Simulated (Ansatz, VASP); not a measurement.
# Ba in VASP and in Ansatz

The input INCAR:

```
SYSTEM = Ba
PREC = Accurate ; ENCUT = 520
EDIFF = 1E-6 ; ISMEAR = 0
SIGMA = 0.15 ; LREAL = .FALSE.
LASPH = .TRUE. ; NELM = 80
ALGO = Fast ; ISIF = 2
LWAVE = .FALSE. ; LCHARG = .TRUE.
GGA = PS ; LELF = .TRUE.
LVHAR = .TRUE. ; NBANDS = 11
```

KPOINTS

```
Automatic mesh
0
G
  16 16 16
  0 0 0
```

POSCAR

```
Ba
1.0
   -2.8062963888      2.8062963888      1.9840515469
    2.8062963888     -2.8062963888      1.9840515469
    2.8062963888      2.8062963888     -1.9840515469
Ba
1
Direct
    0.0000000000      0.0000000000      0.0000000000
```

Input for Ansatz:

```yaml
crystal:
  lattice:
    - [-2.8062963888, 2.8062963888, 1.9840515469]
    - [2.8062963888, -2.8062963888, 1.9840515469]
    - [2.8062963888, 2.8062963888, -1.9840515469]
  atoms:
    - { symbol: Ba, position: [0.0, 0.0, 0.0] }
basis:
  ecutwfc: 420
kpoints:
  mp_grid: { grid: [16, 16, 16] }
hamiltonian:
  xc: pbesol
scf:
  occupations: { method: gaussian, width: 0.15 }
output:
  forces: true
  stress: true
  eigenvalues: true
```

Alike in both runs: task single point; functional PBEsol; k mesh 16 × 16 × 16; occupations gaussian, width 0.15 eV; no spin polarisation.

|  | VASP | Ansatz |
| --- | --- | --- |
| version | VASP 6.6.1 | Ansatz 0.2.0 |
| potentials or method | VASP PAW PBE potentials, release 64 (Ba_sv) | scalar-relativistic, plane waves, PAW |
| plane-wave cutoff (eV) | 520 | 420 |
| valence electrons in the cell | 10 | 10 |

|  | VASP | Ansatz | Ansatz less VASP |
| --- | --- | --- | --- |
| gap on the k mesh at the Fermi level (eV) | none | none | - |
| pressure (GPa) | -0.2 | -0.3 | -0.06 |
| largest component of the traceless stress (GPa) | 2.89 | 2.88 | -0.014 |

A gap of «none» marks a metal or a gap that the smearing closes.

Caveats: the PAW data sets were made with another functional, which shifts forces and pressure a little (VASP). The runs have no spin-orbit coupling, so splittings on Ba are missing.
